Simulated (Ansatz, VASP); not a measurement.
One calculation of SiC2, two programs

```
CELL_PARAMETERS angstrom
2.94968 0.00000 0.00000
-1.47484 2.55449 0.00000
0.00000 0.00000 7.26279
ATOMIC_POSITIONS crystal
Si 0.33333 0.66667 0.29616
Si 0.66667 0.33333 0.70384
C 0.00000 0.00000 0.61034
C 0.66667 0.33333 0.96523
C 0.00000 0.00000 0.38966
C 0.33333 0.66667 0.03477
```

Alike in both runs: functional PBE; k mesh 6 × 6 × 4; occupations gaussian, width 0.1 eV; no spin polarisation.

Ansatz relaxed the structure, and its values are those at the end. VASP's run is a single point on that final structure, the one shown.

|  | VASP | Ansatz |
| --- | --- | --- |
| version | VASP 6.6.1 | Ansatz 0.2.0 |
| potentials or method | VASP PAW PBE potentials, release 64 (Si, C) | scalar-relativistic, plane waves, PAW |
| plane-wave cutoff (eV) | 520 | 420 |
| valence electrons in the cell | 24 | 24 |

Ansatz gave:

```
gap on the k mesh at the Fermi level (eV) : 1.48
least direct gap on the mesh (eV)         : 1.90
pressure (GPa)                            : -0.3
rms of the force components (eV/Å)        : 0.004
```

Task: Which values does VASP return?

Result: gap on the k mesh at the Fermi level (eV): 1.48; least direct gap on the mesh (eV): 1.91; pressure (GPa): -0.3; rms of the force components (eV/Å): 0.010.

A k mesh can miss the band edges. As with any semilocal functional, this PBE gap is likely too small.
